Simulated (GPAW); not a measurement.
A run of GPAW 26.7.0 is set up as follows.

Contents of run.py:

```python
from ase.dft.bandgap import bandgap
from ase.io import read, write
from ase.units import GPa
from gpaw import GPAW, PW

atoms = read('POSCAR')

calc = GPAW(mode=PW(600),
            xc='MGGA_X_R2SCAN+MGGA_C_R2SCAN',
            kpts={'size': (10, 10, 10), 'gamma': True},
            occupations={'name': 'methfessel-paxton', 'order': 0, 'width': 0.1},
            nbands=9,
            convergence={'density': 1e-05, 'energy': 1e-05},
            maxiter=150,
            txt='gpaw.txt')
atoms.calc = calc
energy = atoms.get_potential_energy()
forces = atoms.get_forces()
stress = atoms.get_stress()
calc.write('gs.gpw')
write('result.traj', atoms)
print(f'Energy: {energy:.6f} eV')
print('Forces (eV/A):')
print(forces.round(4))
print('Stress (GPa):', (stress / GPa).round(3))
print('Fermi level:', round(calc.get_fermi_level(), 4), 'eV')
print(f'Gap: {bandgap(calc)[0]:.4f} eV, direct: {bandgap(calc, direct=True)[0]:.4f} eV')

path = atoms.cell.bandpath('GXMGRX,MR', npoints=100, eps=1e-4)
bs_calc = calc.fixed_density(kpts=path, symmetry='off', nbands=15,
                             convergence={'bands': 'CBM+6.0', 'eigenstates': 1e-6}, txt='bands.txt')
bs = bs_calc.band_structure()
bs.write('bs.json')
print(f'Gap on the path: {bandgap(bs_calc)[0]:.4f} eV')
```

POSCAR

```
As
1.0
    2.5908948795      0.0000000000      0.0000000000
    0.0000000000      2.5908948795      0.0000000000
    0.0000000000      0.0000000000      2.5908948795
As
1
Direct
    0.5000000000      0.5000000000      0.5000000000
```

Potentials or basis: GPAW PAW data sets (gpaw-data 1.2.1), pw.

Launch:

```sh
$ OMP_NUM_THREADS=1 python run.py
```

Question: What does it give for the pressure?

Answer: 15.3 GPa.

Question: What does it give for the band gap along the path?

Answer: None (metal or under the smearing width).

Levels at the corners of the path, in eV from the Fermi level:
```
point  band 1  band 2  band 3  band 4  band 5
    Γ  -16.85    5.03    5.03    5.03    9.20
    X  -12.94   -8.26    7.97    7.97   12.29
    M   -8.69   -5.12   -5.12    2.40   10.83
    Γ  -16.85    5.03    5.03    5.03    9.20
    R   -3.71   -2.18   -2.18   -2.18    6.26
    X  -12.94   -8.26    7.97    7.97   12.29
    M   -8.69   -5.12   -5.12    2.40   10.83
    R   -3.71   -2.18   -2.18   -2.18    6.26
```

Caveat: so large a pressure means that the cell lies far from this level's equilibrium, or that cutoff or potentials fall short; the potentials were made for another functional, which shifts forces and pressure.
